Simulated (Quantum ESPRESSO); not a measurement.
**Sb under changes of volume**

One of the cells (26.654 Å³/atom); the others are scaled copies at fixed shape and fractional positions:

```xyz
2
Lattice="3.3545 0.0000 0.0000 -1.6773 2.9051 0.0000 0.0000 0.0000 5.4702" Properties=species:S:1:pos:R:3 pbc="T T T"
Sb    1.6773    0.9684    4.1026
Sb    0.0000    1.9367    1.3675
```

This isn't the form of Sb at room conditions, which is rhombohedral.

| Property | Result |
| --- | --- |
| Program | Quantum ESPRESSO 7.5 |
| Functional | PBEsol |
| Potentials or basis | GBRV 1.5 PBEsol |
| Cutoff | 612 eV |
| Density cutoff | 4898 eV |
| k mesh | 9 × 9 × 5 |
| Occupations | fermi-dirac, width 0.05 eV |
| Spin | no spin polarisation |

```csv
volume (Å³/atom),energy over the lowest point (meV/atom),pressure (GPa)
25.055,7.73,2.6
25.588,?,?
26.121,0.00,-0.5
26.654,2.93,-1.7
27.187,9.70,-2.9
27.720,20.04,-3.9
28.253,33.70,-4.8
```

Task: What does the run at 25.588 Å³/atom give?

Result: Energy over the lowest point 1.39 meV/atom; pressure 0.9 GPa.

Worked out: A Birch-Murnaghan fit of order 3 (a polynomial in V^(-2/3)) to the other rows has its minimum at 26.03 Å³/atom with B0 = V·E''(V) = 65 GPa and B' = 3.7 at fixed shape and positions, which overstates the stiffness. It gives 1.49 meV/atom at 25.588 Å³/atom, against the run's 1.39, and -dE/dV = 1.1 GPa, against 0.9.

Energies are extrapolated to zero smearing.
